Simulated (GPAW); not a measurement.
The system is HgSe.

```
Hg Se
1.0
     0.00000    3.03900    3.03900
     3.03900    0.00000    3.03900
     3.03900    3.03900    0.00000
Hg Se
1 1
Direct
  0.00000 0.00000 0.00000
  0.75000 0.75000 0.75000
```

| Property | Result |
| --- | --- |
| Program | GPAW 26.7.0 |
| Task | relaxation of cell and atoms |
| Functional | revPBE |
| Dispersion | D3(BJ) |
| Potentials or basis | the program's PAW data sets (release 1.2.1) made for this functional |
| Cutoff | 600 eV |
| Basis | pw |
| k mesh | 8 × 8 × 8 |
| Occupations | fermi-dirac, width 0.05 eV |
| Spin | no spin polarisation |

At the start: pressure 2.3 GPa; volume 28.07 Å³/atom.

Task: Where does the relaxation end?

Result: Over 3 steps the energy falls by 8.3 meV/atom and the volume is 29.20 Å³/atom (+4.1 %); space group F-43m (No. 216, to 0.05 Å).

Step by step:
| step | energy change (eV) | largest force (eV/Å) | pressure (GPa) | volume (Å³) |
| --- | --- | --- | --- | --- |
| 1 | 0.0000 | 0.0000 | 2.28 | 56.13 |
| 2 | -0.0061 | 0.0000 | 1.77 | 56.62 |
| 3 | -0.0165 | 0.0000 | 0.10 | 58.41 |

Final structure:
```
Hg Se
1.0
     0.00000    3.07951    3.07951
     3.07951    0.00000    3.07951
     3.07951    3.07951    0.00000
Hg Se
1 1
Cartesian
  0.0000 0.0000 0.0000
  4.6193 4.6193 4.6193
```

Caveat: later steps reuse the first step's grids; pairwise dispersion overbinds metals, which lowers pressure and volume.
